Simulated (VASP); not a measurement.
**Te: relaxation of cell and atoms with PBE**

Crystal: Te.

```
Te
1.0
     4.51587    0.00000    0.00000
    -2.25793    3.91086    0.00000
     0.00000    0.00000    5.95631
Te
3
Direct
  0.26909 0.00000 0.33333
  0.00000 0.26909 0.66667
  0.73091 0.73091 0.00000
```

- Program: VASP 6.6.1
- Task: relaxation of cell and atoms
- Functional: PBE
- Potentials or basis: VASP PAW PBE potentials, release 64 (Te)
- Cutoff: 600 eV
- k mesh: 9 × 9 × 6
- Occupations: gaussian, width 0.03 eV
- Spin: no spin polarisation
- Further INCAR settings: ALGO = Normal; EDIFF = 1e-07; IBRION = 2; EDIFFG = -0.005; NSW = 90; ISIF = 3

```yaml
Relaxed_volume: 35.04 Å³/atom
Relaxed_cell: a = 4.515 Å, b = 4.515 Å, c = 5.954 Å, α = 90.00°, β = 90.00°, γ = 120.00°
Space_group_after_relaxing_to_0.05_Å: P3_121 (No. 152)
Energy_gained_by_relaxing: 0.0 meV/atom
Ionic_steps: 3
Pressure_after_relaxing: 0.0 GPa
Band_gap_on_the_k_mesh: 0.21 eV, direct
```

Final structure:
```
CELL_PARAMETERS angstrom
4.51479 0.00000 0.00000
-2.25740 3.90993 0.00000
0.00000 0.00000 5.95430
ATOMIC_POSITIONS crystal
Te 0.26904 0.00000 0.33333
Te 0.00000 0.26904 0.66667
Te 0.73096 0.73096 0.00000
```

Levels at points of the mesh, in eV from the valence-band top:
```
           k point  band 7  band 8  band 9  band 10  band 11  band 12
(0.00, 0.00, 0.00)   -1.61   -1.61   -0.81     1.00     1.00     1.55
(0.00, 0.00, 0.50)   -1.26   -1.00   -1.00     0.47     0.47     0.50
```

Run time: 61 s on 1 thread of Intel(R) Xeon(R) 6975P-C (Granite Rapids), with other jobs on the host, peak memory 0.29 GiB.

Caveat: spin-orbit coupling is left out, which moves the levels of the heavy elements; an odd mesh through Γ misses points on the zone boundary, where band edges often lie.
